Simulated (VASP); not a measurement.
Crystal: BP.

```
B P
1.0
     0.00000    2.26055    2.26055
     2.26055    0.00000    2.26055
     2.26055    2.26055    0.00000
B P
1 1
Direct
  0.00000 0.00000 0.00000
  0.25000 0.25000 0.25000
```

Base run:

```yaml
Program: VASP 6.6.1
Functional: PBE-EpsX
Potentials_or_basis: VASP PAW PBE potentials, release 64 (B, P)
Cutoff: 520 eV
k_mesh: 6 × 6 × 6
Occupations: gaussian, width 0.03 eV
Spin: no spin polarisation
```

Its results: band gap on the k mesh 1.92 eV, indirect (least direct gap 4.10 eV); pressure 1.5 GPa.

Task: The run is repeated on the same cell with these changes: functional from PBE-EpsX to PBE. What comes out?

Result: Band gap on the k mesh 1.31 eV, indirect (least direct gap 3.41 eV); pressure 2.9 GPa.

PBE-EpsX gives the wider gap, since exact exchange removes part of the self-interaction.

Caveats: the PAW data sets were made with another functional, which shifts forces and pressure a little (some runs).
